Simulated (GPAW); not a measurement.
A run of GPAW 26.7.0:

Contents of run.py:

```python
from ase.dft.bandgap import bandgap
from ase.io import read, write
from ase.units import GPa
from gpaw import GPAW, PW

atoms = read('POSCAR')

calc = GPAW(mode=PW(600),
            xc='PBE',
            kpts={'size': (8, 8, 8), 'gamma': True},
            occupations={'name': 'methfessel-paxton', 'order': 0, 'width': 0.013000000000000001},
            nbands=18,
            convergence={'density': 1e-05, 'energy': 1e-05},
            maxiter=150,
            txt='gpaw.txt')
atoms.calc = calc
energy = atoms.get_potential_energy()
forces = atoms.get_forces()
stress = atoms.get_stress()
calc.write('gs.gpw')
write('result.traj', atoms)
print(f'Energy: {energy:.6f} eV')
print('Forces (eV/A):')
print(forces.round(4))
print('Stress (GPa):', (stress / GPa).round(3))
print('Fermi level:', round(calc.get_fermi_level(), 4), 'eV')
print(f'Gap: {bandgap(calc)[0]:.4f} eV, direct: {bandgap(calc, direct=True)[0]:.4f} eV')
```

POSCAR

```
CdSe
1.0
    0.0000000000      3.0702711986      3.0702711986
    3.0702711986      0.0000000000      3.0702711986
    3.0702711986      3.0702711986      0.0000000000
Cd Se
1 1
Direct
    0.0000000000      0.0000000000      0.0000000000
    0.2500000000      0.2500000000      0.2500000000
```

Potentials or basis: GPAW PAW data sets (gpaw-data 1.2.1), pw.

Launch:

```sh
$ OMP_NUM_THREADS=1 python run.py
```

Hardware: 1 thread of Intel(R) Xeon(R) Platinum 8259CL CPU @ 2.50GHz (Skylake/Cascade Lake), with other jobs on the host.

Task: Estimate the wall time of this run.

Result: Wall time 17 s on 1 thread of Intel(R) Xeon(R) Platinum 8259CL CPU @ 2.50GHz (Skylake/Cascade Lake) (shared host), peak memory 0.17 GiB. Counts: scf iterations 9, plane waves 1964, bands 18, k points 29.
